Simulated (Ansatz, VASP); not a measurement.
# MgO: VASP beside Ansatz

```
CELL_PARAMETERS angstrom
0.00000 2.05809 2.05809
2.05809 0.00000 2.05809
2.05809 2.05809 0.00000
ATOMIC_POSITIONS crystal
Mg 0.00000 0.00000 0.00000
O 0.50000 0.50000 0.50000
```

Change from the starting cell: volume scaled by 1.06, ions relaxed.

Alike in both runs: functional PBE; k mesh 13 × 13 × 13; occupations fermi-dirac, width 0.02 eV; no spin polarisation.

Ansatz relaxed the structure, and its values are those at the end. VASP's run is a single point on that final structure, the one shown.

|  | VASP | Ansatz |
| --- | --- | --- |
| version | VASP 6.6.1 | Ansatz 0.2.0 |
| potentials or method | VASP PAW PBE potentials, release 64 (Mg, O) | plane-wave PAW, scalar-relativistic |
| plane-wave cutoff (eV) | 520 | 420 |
| valence electrons in the cell | 8 | 16 |

```csv
,VASP,Ansatz,Ansatz less VASP
gap on the k mesh at the Fermi level (eV),5.43,5.44,+0.014
pressure (GPa),17.3,18.0,+0.68
```

With one functional, cell and mesh, what is left measures potentials, basis and numerics. The two sets of potentials don't hold the same shells in valence. Ansatz warned: «stress_scf_threshold_loose».

Caveats: so large a pressure means that the cell lies far from this level's equilibrium, or that cutoff or potentials fall short (VASP); an odd mesh through Γ misses points on the zone boundary, where band edges often lie.
